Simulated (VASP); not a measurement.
# Si: relaxation of the cell, by functional

Si, Fd-3m (no. 227), 2 atoms in the cell.

| Functional | Volume (A^3) | Pressure left (GPa) | Ionic steps | SCF steps in all | Time (s) |
|---|---|---|---|---|---|
| B86b-PBE | 41.043 | 0.01 | 3 | 27 | 9.2 |
| GDSMFB | 39.715 | 0.00 | 3 | 23 | 7.4 |
| SOGGA11 | 39.784 | 0.01 | 3 | 30 | 13 |
| HTBS | 40.493 | 0.01 | 3 | 25 | 12 |
| PBE-mol | 41.203 | 0.01 | 3 | 28 | 11 |

## Input of the first row

INCAR:
```
SYSTEM = Si
PREC = Accurate
ENCUT = 600
EDIFF = 1E-7
ISMEAR = 0
SIGMA = 0.02
LREAL = .False.
LASPH = .True.
ALGO = Normal
NELM = 100
ISIF = 3
LWAVE = .False.
LCHARG = .False.
IBRION = 2
NSW = 40
EDIFFG = -0.01
GGA_COMPAT = .False.
GGA = LIBXC
LIBXC1 = GGA_X_B86_MGC
LIBXC2 = GGA_C_PBE
```

KPOINTS:
```
k-points
0
Gamma
  7 7 7
```

POSCAR:
```
Si
1.0
    0.0000000000      2.7218511865      2.7218511865
    2.7218511865      0.0000000000      2.7218511865
    2.7218511865      2.7218511865      0.0000000000
Si
2
Direct
    0.5000000000      0.5000000000      0.5000000000
    0.7500000000      0.7500000000      0.7500000000
```

Commands:
```
cat potpaw_PBE.64/Si/POTCAR > POTCAR
mpirun -np 1 vasp_std > vasp.out
```

Changes of the last row against the first:
```
- LIBXC1 = GGA_X_B86_MGC
- LIBXC2 = GGA_C_PBE
+ LIBXC1 = GGA_X_PBE_MOL
+ LIBXC2 = GGA_C_PBE_MOL
```

VASP 6.6.1 took 9.2 s on 1 core (Intel Xeon 6975P-C (Granite Rapids)), a shared host.
